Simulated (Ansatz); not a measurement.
**SnO₂: how the free axis answers a strain**

SnO₂, Pbcn, a = 4.789 Å, b = 5.824 Å, c = 5.306 Å. This isn't the usual stable structure of the compound. Ansatz: PBE, PAW, 420 eV, Γ-centred 6×6×6 mesh on 12 atoms, Gaussian smearing 0.02 eV; no spin polarisation. Series: uniaxial strain along c, with a, b and atoms relaxed; x is the strain in per cent. y is the change of a in per cent of 4.789 Å.

```
x (%) y (%)
 -2.0      ?
 -1.0   0.50
  0.0   0.00
  1.0  -0.50
  2.0  -0.99
```

Problem. Fit y = c1 x + c2 x² to the other rows, say what c1 measures, and predict the missing y.

Solution. Least squares on the rows shown. y = −0.4991 x + 0.001818 x². So −c1 = 0.499 is Poisson's ratio for this pair of axes. Along b the same runs (not shown) give 0.13. At x = -2.0 the fit asked for gives 1.01 %. The run gave 1.00 %, so the fit is 0.01 % too high, a small miss on the scale of the series. The form still works here, 33 % of the fitted range beyond its end.

Cost: 5 runs of about 23 core-minutes in all, on Intel Xeon Processor @ 2.70GHz (shared hosts).